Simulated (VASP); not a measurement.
Wanted: the native input for a VASP 6.6.1 run.

| Property | Result |
| --- | --- |
| Task | work function |
| Functional | PBEsol |
| Potentials or basis | VASP PAW PBE potentials, release 64 (V_sv) |
| Cutoff | 520 eV |
| k mesh | 7 × 7 × 1 |
| Occupations | fermi-dirac, width 0.05 eV |
| Spin | collinear spin, ferromagnetic start |
| Starting moments | [2.0, 2.0, 2.0, 2.0, 2.0, 2.0, 2.0, 2.0] μB |
| Dipole correction | yes |
| Further INCAR settings | ALGO = Fast; EDIFF = 1e-06 |

The structure of V lies in POSCAR:

```
V
1.0
    3.0260000000      0.0000000000      0.0000000000
    0.0000000000      3.0260000000      0.0000000000
    0.0000000000      0.0000000000     25.5910000000
V
8
Direct
    0.5000000000      0.5000000000      0.2930717830
    0.0000000000      0.0000000000      0.3521941307
    0.5000000000      0.5000000000      0.4113164784
    0.0000000000      0.0000000000      0.4704388261
    0.5000000000      0.5000000000      0.5295611739
    0.0000000000      0.0000000000      0.5886835216
    0.5000000000      0.5000000000      0.6478058693
    0.0000000000      0.0000000000      0.7069282170
```

The slab is cut from a database's or a generator's crystal, which needn't be the stable form of the element.

The input as run:

INCAR

```
SYSTEM = V
PREC     = Accurate       ! precision mode
ENCUT    = 520            ! plane-wave cutoff, eV
EDIFF    = 1E-6           ! SCF threshold, eV
ISMEAR   = -1             ! smearing method
SIGMA    = 0.05           ! smearing width, eV
LREAL    = .False.        ! projectors in reciprocal space
LASPH    = .True.         ! aspherical terms in the spheres
NELM     = 150            ! most SCF steps
ALGO     = Fast           ! electronic algorithm
ISIF     = 2              ! what is computed and relaxed
LWAVE    = .False.        ! write WAVECAR
LCHARG   = .True.         ! write CHGCAR
ISPIN    = 2              ! spin polarisation
MAGMOM   = 2 2 2 2 2 2 2 2 ! initial moments
LORBIT   = 11             ! projections on sites
LMAXMIX  = 4              ! l up to which the mixer works
LDIPOL   = .True.       
IDIPOL   = 3            
DIPOL    = 0.5 0.5 0.500
GGA      = PS             ! functional
LELF     = .True.         ! ELF
LVHAR    = .True.       
LVACPOTAV= .True.
```

KPOINTS

```
Automatic mesh
0
Gamma
  7 7 1
  0 0 0
```

Potentials or basis: VASP PAW PBE potentials, release 64 (V_sv).

Command:

```bash
$ cat potpaw_PBE.64/V_sv/POTCAR > POTCAR
$ mpirun -np 1 vasp_std > vasp.out
```

It gave:

| Property | Result |
| --- | --- |
| Largest force | 1.585 eV/Å |
| Band gap on the k mesh | none (metal or under the smearing width) |
| Net moment | 0.06 μB per cell |
| Site moments | V +0.08, -0.03, -0.02, -0.01 μB |
| Valence electrons inside the program's atomic spheres | V 11.41, 11.59, 11.61 |
| Work function of the upper face | 3.94 eV |
| Work function of the lower face | 3.94 eV |

Caveat: the PAW data sets were made with another functional, which shifts forces and pressure a little.

It took 19 min on 1 thread of Intel(R) Xeon(R) Platinum 8488C (Sapphire Rapids) (shared host), peak memory 0.53 GiB.
